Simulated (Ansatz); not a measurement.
Input and command of a plane-wave DFT calculation in Ansatz:

```yaml
crystal:
  lattice:
    - [9.2586444657, 0.0, 0.0]
    - [-4.6293222328, 8.0182213119, 0.0]
    - [0.0, 0.0, 23.3309822189]
  atoms:
    - { symbol: Sb, position: [0.5, 0.0, 0.3428916933] }
    - { symbol: Sb, position: [0.5, 0.5, 0.3428916933] }
    - { symbol: Sb, position: [0.0, 0.0, 0.3428916933] }
    - { symbol: Sb, position: [0.0, 0.5, 0.3428916933] }
    - { symbol: In, position: [0.1666666667, 0.8333333333, 0.3833939077] }
    - { symbol: In, position: [0.1666666667, 0.3333333333, 0.3833939077] }
    - { symbol: In, position: [0.6666666667, 0.8333333333, 0.3833939077] }
    - { symbol: In, position: [0.6666666667, 0.3333333333, 0.3833939077] }
    - { symbol: Sb, position: [0.6773702541, 0.8651643622, 0.5090260459] }
    - { symbol: Sb, position: [0.6819704801, 0.3122854182, 0.5104526451] }
    - { symbol: Sb, position: [0.1612074983, 0.8291326473, 0.512036565] }
    - { symbol: Sb, position: [0.1266914611, 0.3085595427, 0.5102099709] }
    - { symbol: In, position: [0.3346613149, 0.6526910575, 0.5253857563] }
    - { symbol: In, position: [0.3391576983, 0.1783133223, 0.5273262036] }
    - { symbol: In, position: [0.8095317308, 0.6546929854, 0.5289766504] }
    - { symbol: In, position: [0.8281585037, 0.1619757681, 0.5882683717] }
basis:
  ecutwfc: 420
kpoints:
  mp_grid: { grid: [3, 3, 1] }
hamiltonian:
  xc: pbe
  dispersion: d3bj
scf:
  occupations: { method: gaussian, width: 0.1 }
output:
  forces: true
  eigenvalues: true
  write_density: true
  volumetric_format: npy
efield:
  axis: 3
  dipole_correction: true
  ramp_width: 0.04
```

```bash
ansatz run input.yaml --threads 4 --pin off --max-ram 10240MiB --backend cpu --events-out ev --progress --plain --runs-dir out
```

Processor: Arm Neoverse V2, 4 threads, on a host shared with other jobs.

**Question.** Estimate time, memory and problem size.

**Answer.** About 34 s on 4 threads of Arm Neoverse V2 (shared host), peak memory 4.1 GiB. It solves 135 bands at 5 k points (the mesh reduced by the symmetry that the task leaves, which can be less than the crystal's) with about 33857 plane waves, in 11 SCF iterations.
